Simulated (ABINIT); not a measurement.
# InAs (F-43m) in ABINIT: settings compared, part 2 of 2

ABINIT 10.8.3 (patched build). Earlier steps stand in the parts before.

### Step 4. Equation of state, HCTH407

File run.abi:

```
# Datasets: one volume each
ndtset 7
getwfk -1
scalecart1 3*0.9795861087
scalecart2 3*0.9864848297
scalecart3 3*0.9932883884
scalecart4 3*1.0000000000
scalecart5 3*1.0066227096
scalecart6 3*1.0131594038
scalecart7 3*1.0196128224

# Pseudopotentials
pp_dirpath "./"
pseudos "In.GGA_PBE-JTH_sp.xml, As.GGA_PBE-JTH_sp.xml"

# Structure
acell 8.0655335175 8.0655335175 8.0655335175
rprim
     0.0000000000     0.7071067812     0.7071067812
     0.7071067812     0.0000000000     0.7071067812
     0.7071067812     0.7071067812     0.0000000000
ntypat 2
znucl 49 33
natom 2
typat 1 2
xred
     0.0000000000     0.0000000000     0.0000000000
     0.7500000000     0.7500000000     0.7500000000

# Plane-wave basis
ecut 408.170794 eV
pawecutdg 30.0

# k points
kptopt 1
ngkpt 8 8 8
nshiftk 1
shiftk 0.0 0.0 0.0

# Exchange and correlation
ixc 27

# Bands and occupations
nband 8
occopt 3
tsmear 0.00183747

# SCF cycle
nstep 100
tolvrs 1.0e-9

# Output
iomode 3
prtwf 1
prtden 0
prteig 0
prtebands 0
enunit 2
```

Potentials or basis: JTH PAW PBE v2.0 sp.

Run with:

```console
abinit run.abi > log 2>&1
```

run.abo:

```text
.Version 10.8.3 of ABINIT
 DATASET    1 : space group F-4 3 m (#216); Bravais cF (face-center cubic)
================================================================================
 Values of the parameters that define the memory need for DATASET  1.
     intxc =       0    ionmov =       0      iscf =       7    lmnmax =      13
     lnmax =       5     mgfft =      30  mpssoang =       3    mqgrid =    3001
     natom =       2  nloc_mem =       2    nspden =       1   nspinor =       1
    nsppol =       1      nsym =      24    n1xccc =       1    ntypat =       2
    occopt =       3   xclevel =       2
       mpw =         982          nfft =       27000          nkpt =          29
 PAW method is used; the additional fine FFT grid is defined by:
   mgfftf=        40    nfftf =     64000
================================================================================
================================================================================
[... 71 lines left out ...]
 DATASET    7 : space group F-4 3 m (#216); Bravais cF (face-center cubic)
================================================================================
 Values of the parameters that define the memory need for DATASET  7.
     intxc =       0    ionmov =       0      iscf =       7    lmnmax =      13
     lnmax =       5     mgfft =      30  mpssoang =       3    mqgrid =    3001
     natom =       2  nloc_mem =       2    nspden =       1   nspinor =       1
    nsppol =       1      nsym =      24    n1xccc =       1    ntypat =       2
    occopt =       3   xclevel =       2
       mpw =        1101          nfft =       27000          nkpt =          29
 PAW method is used; the additional fine FFT grid is defined by:
[... 1467 lines left out ...]
            acell      8.0655335175E+00  8.0655335175E+00  8.0655335175E+00 Bohr
           etotal1    -8.5151751164E+00
           etotal2    -8.5176358994E+00
           etotal3    -8.5197057998E+00
           etotal4    -8.5213497312E+00
           etotal5    -8.5226648437E+00
           etotal6    -8.5236699699E+00
           etotal7    -8.5243791577E+00
            fcart1    -2.2592260962E-30  7.5307536540E-31  7.5307536540E-31
                       2.2592260962E-30 -7.5307536540E-31 -7.5307536540E-31
            fcart2     4.4868535909E-30  2.9912357272E-30 -1.0469325045E-29
                      -4.4868535909E-30 -2.9912357272E-30  1.0469325045E-29
            fcart3    -2.2280603761E-30  7.4268679204E-31  7.4268679204E-31
                       2.2280603761E-30 -7.4268679204E-31 -7.4268679204E-31
            fcart4    -7.3770216675E-30 -1.3278639001E-29  2.2131065002E-29
                       7.3770216675E-30  1.3278639001E-29 -2.2131065002E-29
            fcart5    -1.4656974450E-30  1.4656974450E-30 -1.4656974450E-30
                       1.4656974450E-30 -1.4656974450E-30  1.4656974450E-30
[... 38 lines left out ...]
                       0.0000000000E+00  0.0000000000E+00  0.0000000000E+00
           xangst1     0.0000000000E+00  0.0000000000E+00  0.0000000000E+00
                       4.4345863112E+00  4.4345863112E+00  4.4345863112E+00
           xangst2     0.0000000000E+00  0.0000000000E+00  0.0000000000E+00
                       4.4658168211E+00  4.4658168211E+00  4.4658168211E+00
           xangst3     0.0000000000E+00  0.0000000000E+00  0.0000000000E+00
                       4.4966165313E+00  4.4966165313E+00  4.4966165313E+00
           xangst4     0.0000000000E+00  0.0000000000E+00  0.0000000000E+00
                       4.5269999970E+00  4.5269999970E+00  4.5269999970E+00
           xangst5     0.0000000000E+00  0.0000000000E+00  0.0000000000E+00
                       4.5569810033E+00  4.5569810033E+00  4.5569810033E+00
           xangst6     0.0000000000E+00  0.0000000000E+00  0.0000000000E+00
                       4.5865726180E+00  4.5865726180E+00  4.5865726180E+00
           xangst7     0.0000000000E+00  0.0000000000E+00  0.0000000000E+00
                       4.6157872440E+00  4.6157872440E+00  4.6157872440E+00
             xred      0.0000000000E+00  0.0000000000E+00  0.0000000000E+00
                       7.5000000000E-01  7.5000000000E-01  7.5000000000E-01
 Calculation completed.
```

Run time: 77 s. Hardware: 1 thread of Arm Neoverse V1, shared host; peak memory 0.14 GiB.

Results:

```
Equilibrium volume : 30.53 Å³/atom (rough: see the caveat)
Bulk modulus       : 45 GPa (rough)
```

Energy against volume, from the lowest point:
| volume (Å³/atom) | energy (meV/atom) |
| --- | --- |
| 25.840 | 125.23 |
| 26.389 | 91.75 |
| 26.939 | 63.58 |
| 27.489 | 41.22 |
| 28.039 | 23.32 |
| 28.588 | 9.65 |
| 29.138 | 0.00 |

Caveat: the cutoff is too short for stress, so the log's stress isn't used; pressures at fixed basis lie under the slope of the energies; the minimum lies outside the volumes run; the PAW data sets were made with another functional, which shifts forces and pressure a little; this set keeps more shells in the core, which shifts pressures and gaps; the atomic spheres overlap.

### Step 5. Comparison with measurements

Step 2. Measured gap of InAs: 0.418 eV (direct; 4.2 K; a printed reference work, data compilation). This calculation gives 0.00 eV (-0.42 eV). Spin-orbit coupling on As, In is left out. The value is that of SOGGA on a finite k mesh, which can miss the band edges, without temperature or zero-point motion.
